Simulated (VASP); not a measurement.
# Nb5C6 in VASP: notebook

One slab, Nb5C6, is run at these levels: PBE; tasks: single point.

Program: VASP 6.6.1. These are calculated values, not measurements. Logs are shortened: lines on timing, memory, paths and dates and some standing lists are left out, and cuts for length are marked.

### 1 Starting point

The cell holds a slab with vacuum, 11 atoms: a = 3.111 Å, b = 3.111 Å, c = 24.702 Å, α = 90.00°, β = 90.00°, γ = 120.00°.

### 2 Single point, PBE

The input, INCAR:

```
SYSTEM = Nb5C6
ALGO = Normal
DIPOL = 0.5 0.5 0.500
EDIFF = 1E-7
ENCUT = 460
GGA = PE
IDIPOL = 3
ISIF = 2
ISMEAR = 1
LASPH = .True.
LCHARG = .False.
LDIPOL = .True.
LREAL = .False.
LVACPOTAV = .True.
LVHAR = .True.
LWAVE = .False.
NBANDS = 64
NELM = 120
PREC = Accurate
SIGMA = 0.2
```

The input, KPOINTS:

```
k-points
0
Gamma
  10 10 1
  0 0 0
```

The input, POSCAR:

```
Nb5C6
1.0
    3.1112698372      0.0000000000      0.0000000000
   -1.5556349186      2.6944387171      0.0000000000
    0.0000000000      0.0000000000     24.7017059222
C Nb
6 5
Direct
    0.3333333333      0.6666666667      0.2428982038
    0.0000000000      0.0000000000      0.3457389223
    0.6666666667      0.3333333333      0.4485796408
    0.3333333333      0.6666666667      0.5514203592
    0.0000000000      0.0000000000      0.6542610777
    0.6666666667      0.3333333333      0.7571017962
    0.6666666667      0.3333333333      0.2943185631
    0.3333333333      0.6666666667      0.3971592815
    0.0000000000      0.0000000000      0.5000000000
    0.6666666667      0.3333333333      0.6028407185
    0.3333333333      0.6666666667      0.7056814369
```

Potentials or basis: VASP PAW PBE potentials, release 64 (C, Nb_sv).

Started as:

```
> cat potpaw_PBE.64/C/POTCAR potpaw_PBE.64/Nb_sv/POTCAR > POTCAR
> mpirun -np 1 vasp_std > vasp.out
```

OUTCAR:

```text
SYSTEM = Nb5C6
   EDIFF = 1E-7
   ENCUT = 460
   GGA = PE
   ISIF = 2
   ISMEAR = 1
   LASPH = .True.
   LREAL = .False.
   NELM = 120
   PREC = Accurate

 Found     14 irreducible k-points:

 Following reciprocal coordinates:
            Coordinates               Weight
  0.000000  0.000000  0.000000      1.000000
  0.100000 -0.000000  0.000000      6.000000
  0.200000 -0.000000  0.000000      6.000000
  0.300000  0.000000  0.000000      6.000000
  0.400000 -0.000000  0.000000      6.000000
  0.500000 -0.000000  0.000000      3.000000
   k-points           NKPTS =     14   k-points in BZ     NKDIM =     14   number of bands    NBANDS=     64
   number of dos      NEDOS =    301   number of ions     NIONS =     11
   total plane-waves  NPLWV = 103680
   dimension x,y,z NGX =    24 NGY =   24 NGZ =  180
   dimension x,y,z NGXF=    48 NGYF=   48 NGZF=  360
   ions per type =               6   5
   NGX,Y,Z   is equivalent  to a cutoff of  12.82, 12.82, 12.11 a.u.
   NGXF,Y,Z  is equivalent  to a cutoff of  25.65, 25.65, 24.23 a.u.
 SYSTEM =  Nb5C6
   PREC   = accura    normal or accurate (medium, high low for compatibility)
   ISTART =      0    job   : 0-new  1-cont  2-samecut
   ICHARG =      2    charge: 1-file 2-atom 10-const
   ISPIN  =      1    spin polarized calculation?
   LNONCOLLINEAR =      F non collinear calculations
   LSORBIT =      F    spin-orbit coupling
   LASPH  =      T    aspherical Exc in radial PAW
   ENCUT  =  460.0 eV  33.81 Ry    5.81 a.u.   5.44  5.44 43.20*2*pi/ulx,y,z
   NELM   =    120;   NELMIN=  2; NELMDL= -5     # of ELM steps
   EDIFF  = 0.1E-06   stopping-criterion for ELM
   LREAL  =      F    real-space projection
   EDIFFG = 0.1E-05   stopping-criterion for IOM
   NSW    =      0    number of steps for IOM
   IBRION =     -1    ionic relax: 0-MD 1-quasi-New 2-CG
   NFREE  =      0    steps in history (QN), initial steepest desc. (CG)
   ISIF   =      2    stress and relaxation
   ISYM   =      2    0-nonsym 1-usesym 2-fastsym
   POTIM  = 0.5000    time-step for ionic-motion
   TEBEG  =    0.0;   TEEND  =   0.0 temperature during run
   PSTRESS=    0.0 pullay stress
   NELECT =      89.0000    total number of electrons
   NUPDOWN=      -1.0000    fix difference up-down
   EMIN   =  10.00;   EMAX   =-10.00  energy-range for DOS
   EFERMI =   0.00;   METHOD = LEGACY
   ISMEAR =     1;   SIGMA  =   0.20  broadening in eV -4-tet -1-fermi 0-gaus
   EFERMI_NEDOS =   21; number of points for ismear=-14 and -15
   IALGO  =     38    algorithm
   IMIX   =      4    mixing-type and parameters
     AMIX     =   0.40;   BMIX     =  1.00
     AMIX_MAG =   1.60;   BMIX_MAG =  1.00
  volume/ion in A,a.u.               =      18.83       127.04
  Fermi-wavevector in a.u.,A,eV,Ry     =   1.235456  2.334673 20.767264  1.526351
  Thomas-Fermi vector in A             =   2.370104
   LORBIT       =      0    0 simple, 1 ext, 2 COOP (PROOUT), +10 PAW based schemes
   GGA     = PE    functional components
   LHFCALC =     F    Hartree Fock is set to
   AEXX    =    0.0000 exact exchange contribution
   IVDW    =     0    specifies the selected vdW correction
   LEPSILON=     F    determine dielectric tensor
   LRPA    =     F    only Hartree local field effects (RPA)
 non-spin polarized calculation
 Methfessel and Paxton  Order N= 1 SIGMA  =   0.20
  energy-cutoff  :      460.00
  volume of cell :      207.08
 maximum number of plane-waves:      4743
 NGX is ok and might be reduce to    24
   NGX = 11   NGY = 11   NGZ = 87

 dipolmoment           0.000000      0.000000     -0.000000 electrons x Angstroem

 number of electron      88.9999996 magnetization

 dipolmoment           0.000000      0.000000      0.000000 electrons x Angstroem

 Free energy of the ion-electron system (eV)
  ---------------------------------------------------
  ext. energy  EPLUGINS =         0.00000000
  ---------------------------------------------------
  free energy    TOTEN  =      -105.04363904 eV

  energy without entropy =     -105.04272649  energy(sigma->0) =     -105.04333486

 E-fermi :   3.9682     XC(G=0):  -8.0795

 val. band max:        3.9457796236   @ k =   0.0000   0.0000   0.0000
 cond. band min:       3.9767367608   @ k =   0.5000  -0.0000   0.0000
 fundamental gap:      0.0309571372
 Fermi energy:         3.9681766129

 k-point     1 :       0.0000    0.0000    0.0000
  band No.  band energies     occupation
      1     -51.6672      2.00000
      2     -51.5964      2.00000
      3     -51.5652      2.00000
      4     -50.8183      2.00000
      5     -50.8183      2.00000
      6     -28.2370      2.00000
[... 48 lines left out ...]
     55       5.8713     -0.00000
     56       6.2805     -0.00000

 k-point     2 :       0.1000   -0.0000    0.0000
  band No.  band energies     occupation
      1     -51.6570      2.00000
      2     -51.5880      2.00000
      3     -51.5586      2.00000
      4     -50.8101      2.00000
      5     -50.8101      2.00000
      6     -28.2091      2.00000
[... 48 lines left out ...]
     55       6.0446     -0.00000
     56       6.3135     -0.00000

 k-point     3 :       0.2000   -0.0000    0.0000
  band No.  band energies     occupation
      1     -51.6298      2.00000
      2     -51.5657      2.00000
      3     -51.5416      2.00000
      4     -50.7885      2.00000
      5     -50.7885      2.00000
      6     -28.1363      2.00000
[... 48 lines left out ...]
     55       6.5473     -0.00000
     56       6.8860     -0.00000

 k-point     4 :       0.3000    0.0000    0.0000
  band No.  band energies     occupation
      1     -51.5948      2.00000
      2     -51.5379      2.00000
      3     -51.5216      2.00000
      4     -50.7616      2.00000
      5     -50.7616      2.00000
      6     -28.0774      2.00000
[... 48 lines left out ...]
     55       6.9613     -0.00000
     56       7.4748     -0.00000

 k-point     5 :       0.4000   -0.0000    0.0000
  band No.  band energies     occupation
      1     -51.5650      2.00000
      2     -51.5154      2.00000
      3     -51.5067      2.00000
      4     -50.7398      2.00000
      5     -50.7398      2.00000
      6     -28.2231      2.00000
[... 48 lines left out ...]
     55       7.4038     -0.00000
     56       7.6040     -0.00000

 k-point     6 :       0.5000   -0.0000    0.0000
  band No.  band energies     occupation
      1     -51.5530      2.00000
      2     -51.5068      2.00000
      3     -51.5015      2.00000
      4     -50.7314      2.00000
      5     -50.7314      2.00000
      6     -28.2911      2.00000
[... 48 lines left out ...]
     55       7.6356     -0.00000
     56       7.6992     -0.00000

 [... further k-points ...]

 [bands above 56 left out]

------------------------ aborting loop because EDIFF is reached ----------------------------------------

  FORCE on cell =-STRESS in cart. coord.  units (eV):
  Direction    XX          YY          ZZ          XY          YZ          ZX
  --------------------------------------------------------------------------------------
  -------------------------------------------------------------------------------------
  Total       10.2055214     10.2055214      4.9657489      0.0000000      0.0000000      0.0000000
  in kB       78.9610368     78.9610368     38.4204461      0.0000000      0.0000000      0.0000000
  external PRESSURE =      65.4475066 kB  Pullay stress =       0.0000000 kB

 VOLUME and BASIS-vectors are now :
 -----------------------------------------------------------------------------
  energy-cutoff  :      460.00
  volume of cell :      207.08
      direct lattice vectors                 reciprocal lattice vectors
     3.111269837  0.000000000  0.000000000     0.321412173  0.185567405  0.000000000
    -1.555634919  2.694438717  0.000000000     0.000000000  0.371134810  0.000000000
     0.000000000  0.000000000 24.701705922     0.000000000  0.000000000  0.040483034

 POSITION                                       TOTAL-FORCE (eV/Angst)
 -----------------------------------------------------------------------------------
     -0.00000      1.79629      6.00000         0.000000     -0.000000      2.172077
      0.00000      0.00000      8.54034         0.000000      0.000000      0.348135
      1.55563      0.89815     11.08068         0.000000      0.000000     -0.059281
     -0.00000      1.79629     13.62102         0.000000     -0.000000      0.059281
      0.00000      0.00000     16.16136         0.000000      0.000000     -0.348135
      1.55563      0.89815     18.70171         0.000000      0.000000     -2.172077
      1.55563      0.89815      7.27017         0.000000     -0.000000     -3.430728
     -0.00000      1.79629      9.81051        -0.000000      0.000000     -0.092075
      0.00000      0.00000     12.35085         0.000000      0.000000     -0.000000
      1.55563      0.89815     14.89119         0.000000     -0.000000      0.092075
     -0.00000      1.79629     17.43154        -0.000000      0.000000      3.430728
 -----------------------------------------------------------------------------------
    total drift:                                0.000000     -0.000000      0.000000

  FREE ENERGIE OF THE ION-ELECTRON SYSTEM (eV)
  ---------------------------------------------------
  free  energy   TOTEN  =      -105.0436390432 eV

  energy  without entropy=     -105.0427264903  energy(sigma->0) =     -105.04333486

 vacuum level on the upper side and lower side of the slab        10.446        10.446
```

It took 3.9 min on 1 thread of Intel Xeon Platinum 8488C (Sapphire Rapids), shared host; peak memory 0.35 GiB.

The run converged, but some of its settings lie outside the range that counts as converged, so its numbers aren't taken as properties of the slab.

Results:

```yaml
Free_energy: -105.0436 eV
Largest_force: 3.431 eV/Å
Band_gap_on_the_k_mesh: none (metal or under the smearing width)
Work_function_of_the_upper_face: 6.48 eV
Work_function_of_the_lower_face: 6.48 eV
```

Caveat: the cutoff is under 1.25 times the usual one of these potentials, so pressure, stress and relaxed cells hold a basis-set (Pulay) error.

[end of part 1 of 2]
